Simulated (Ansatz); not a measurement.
Runs of Ansatz 0.2.0 on Al. Symmetry: Im-3m, No. 229, cubic system. The conventional cell has a = 3.182 Å, b = 3.182 Å, c = 3.182 Å, α = 90.00°, β = 90.00°, γ = 90.00°. Al (site symmetry m-3m) is surrounded by 8 Al at 2.76 Å. This isn't the form of Al at room conditions, which is fcc.

| task | level | potentials or basis | cell | k mesh | cutoff (eV) | smearing | driver | points for each segment of the path | mesh quality | gap on the mesh (eV) | relaxed volume (Å³/atom) |
| --- | --- | --- | --- | --- | --- | --- | --- | --- | --- | --- | --- |
| relaxation of cell and atoms | HSEsol | Ansatz PAW | relaxed | 6 × 6 × 6 | 420 | fermi-dirac 0.05 eV | - | - | coarse | none | 16.58 |
| relaxation of cell and atoms | HSE03 | Ansatz PAW | relaxed | 6 × 6 × 6 | 420 | fermi-dirac 0.05 eV | - | - | coarse | none | (a) |
| band structure | HSE06 | SSSP efficiency PAW | as given | 7 × 7 × 7 | 408 | gaussian 0.01 eV | chain | 4 | coarse | none | - |
| single point | LDA | Ansatz PAW | as given | 12 × 12 × 12 | 420 | gaussian 0.02 eV | - | - | not flagged | none | - |

Alike in all rows: no spin polarisation.

Problem. Estimate the missing entries.

Solution. (a) 16.83.

Caveats: some runs use coarse meshes; the PAW data sets come from PBE, with cores solved anew for the run's functional, which leaves a small shift of forces and pressure (some runs); the plane-wave basis is chosen anew once the cell has moved, so the energies of steps on either side of that aren't comparable (some runs); the PAW data sets were made with another functional, which shifts forces and pressure a little (some runs).

A k mesh can miss the band edges.

A gap of «none» marks a metal or a gap under the smearing width.

Not every run made on this cell is shown here.
